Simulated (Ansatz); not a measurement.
Write the native input for Ansatz 0.2.0 that does the following.

* Task: relaxation of cell and atoms
* Functional: PBEsol
* Dispersion: D4
* Potentials or basis: Ansatz PAW
* Cutoff: 420 eV (not typed: the program's choice for these potentials)
* k mesh: 9 × 9 × 9
* Occupations: fermi-dirac, width 0.05 eV
* Spin: no spin polarisation

Crystal: ZrS.

```
Zr S
1.0
     0.00000    2.62500    2.62500
     2.62500    0.00000    2.62500
     2.62500    2.62500    0.00000
Zr S
1 1
Direct
  0.00000 0.00000 0.00000
  0.50000 0.50000 0.50000
```

These files were run (other wordings do the same):

input.yaml

```yaml
crystal:
  lattice:
    - [0.0, 2.625, 2.625]
    - [2.625, 0.0, 2.625]
    - [2.625, 2.625, 0.0]
  atoms:
    - { symbol: Zr, position: [0.0, 0.0, 0.0] }
    - { symbol: S, position: [0.5, 0.5, 0.5] }
hamiltonian:
  xc: pbesol
  pseudopotentials: { kind: paw }
  dispersion: d4
kpoints:
  mp_grid: { grid: [9, 9, 9] }
scf:
  occupations: { method: fermi_dirac, width: 0.05 }
output:
  forces: true
  stress: true
  eigenvalues: true
  write_density: true
  write_potential: true
  elf: true
  volumetric_format: npy
relax:
  f_tol: 0.01
  max_steps: 40
  cell: { stress_tol: 0.05 }
```

Potentials or basis: Ansatz PAW.

The run is started by

```bash
$ ansatz run input.yaml --threads 2 --pin off --max-ram 5632MiB --backend cpu --events-out ev --progress --plain --runs-dir out
```

It gave:

- Relaxed volume: 17.02 Å³/atom
- Relaxed cell: a = 3.638 Å, b = 3.638 Å, c = 3.638 Å, α = 60.00°, β = 60.00°, γ = 60.00°
- Space group after relaxing (to 0.05 Å): Fm-3m (No. 225)
- Energy gained by relaxing: 28.8 meV/atom
- Ionic steps: 5
- Pressure after relaxing: 0.0 GPa
- Band gap on the k mesh: none (metal or under the smearing width)

Caveat: the plane-wave basis is chosen anew once the cell has moved, so the energies of steps on either side of that aren't comparable; pairwise dispersion overbinds metals, which lowers pressure and volume; the PAW data sets come from PBE, with cores solved anew for the run's functional, which leaves a small shift of forces and pressure.

Run time: 4.8 s on 2 threads of Arm Neoverse V1, with other jobs on the host, peak memory 0.32 GiB.
